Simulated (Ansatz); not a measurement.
Crystal: C.

```xyz
2
Lattice="0.0000 1.7834 1.7834 1.7834 0.0000 1.7834 1.7834 1.7834 0.0000" Properties=species:S:1:pos:R:3 pbc="T T T"
C     2.6751    2.6751    2.6751
C     1.7834    1.7834    1.7834
```

This isn't the form of C at room conditions, which is graphite.

```yaml
Program: Ansatz 0.2.0
Task: relaxation of cell and atoms
Functional: PBEsol
Dispersion: D3(BJ)
Potentials_or_basis: all-electron LAPW, scalar-relativistic
Basis_error_allowed: 0.001 eV/atom
k_mesh: 13 × 13 × 13
Occupations: fermi-dirac, width 0.05 eV
Spin: no spin polarisation
```

At the start: volume 5.67 Å³/atom.

Question: How do energy, volume and symmetry change on relaxing?

Answer: Over 5 steps the energy falls by 2.9 meV/atom and the volume is 5.56 Å³/atom (-1.9 %); space group Fd-3m (No. 227, to 0.05 Å).

Step by step:
```
step  energy change (eV)  largest force (eV/Å)  volume (Å³)
   1              0.0000                0.0000        11.34
   2             -0.0049                0.0000        11.21
   3             -0.0058                0.0000        11.12
   4             -0.0058                0.0000        11.13
   5             -0.0058                0.0000        11.13
```

Final structure:
```xyz
2
Lattice="0.0000 1.7719 1.7719 1.7719 0.0000 1.7719 1.7719 1.7719 0.0000" Properties=species:S:1:pos:R:3 pbc="T T T"
C     2.6579    2.6579    2.6579
C     1.7719    1.7719    1.7719
```

The cell as given is a measured one (5.67 Å³/atom); PBEsol+D3(BJ) puts the equilibrium volume -1.9 % from it, thermal expansion not counted.
